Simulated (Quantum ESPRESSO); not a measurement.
Crystal: TaS2.

```
Ta S
1.0
     3.35000    0.00000    0.00000
    -1.67500    2.90119    0.00000
     0.00000    0.00000    5.86000
Ta S
1 2
Direct
  0.00000 0.00000 0.00000
  0.66667 0.33333 0.75000
  0.33333 0.66667 0.25000
```

* Program: Quantum ESPRESSO 7.5
* Task: relaxation of cell and atoms
* Functional: PW91
* Dispersion: D4
* Potentials or basis: PseudoDojo 0.4.1 SR PBE standard
* Cutoff: 789 eV
* Density cutoff: 3157 eV
* k mesh: 9 × 9 × 5
* Occupations: fermi-dirac, width 0.05 eV
* Spin: no spin polarisation

At the start: pressure 7.0 GPa; volume 18.98 Å³/atom.

**Question.** How do energy, volume and symmetry change on relaxing?

**Answer.** Over 7 steps the energy falls by 29.9 meV/atom and the volume is 19.31 Å³/atom (+1.7 %); space group P-3m1 (No. 164, to 0.05 Å).

The path:
| step | energy change (eV) | largest force (eV/Å) | pressure (GPa) | volume (Å³) |
| --- | --- | --- | --- | --- |
| 1 | 0.0000 | 1.2335 | 7.01 | 56.95 |
| 2 | -0.0588 | 0.7127 | 3.59 | 57.63 |
| 3 | -0.0873 | 0.0685 | -0.40 | 58.45 |
| 4 | -0.0877 | 0.0359 | -0.52 | 58.44 |
| 5 | -0.0890 | 0.0318 | -0.58 | 58.25 |
| 6 | -0.0895 | 0.0312 | -0.33 | 58.06 |
| 7 | -0.0896 | 0.0061 | -0.07 | 57.94 |

Final structure:
```xyz
3
Lattice="3.3537 0.0000 0.0000 -1.6768 2.9044 0.0000 0.0000 0.0000 5.9488" Properties=species:S:1:pos:R:3 pbc="T T T"
Ta    0.0000    0.0000    0.0000
S     1.6768    0.9681    4.4103
S     0.0000    1.9363    1.5385
```

Caveat: the potentials were made for another functional, which shifts forces and pressure.
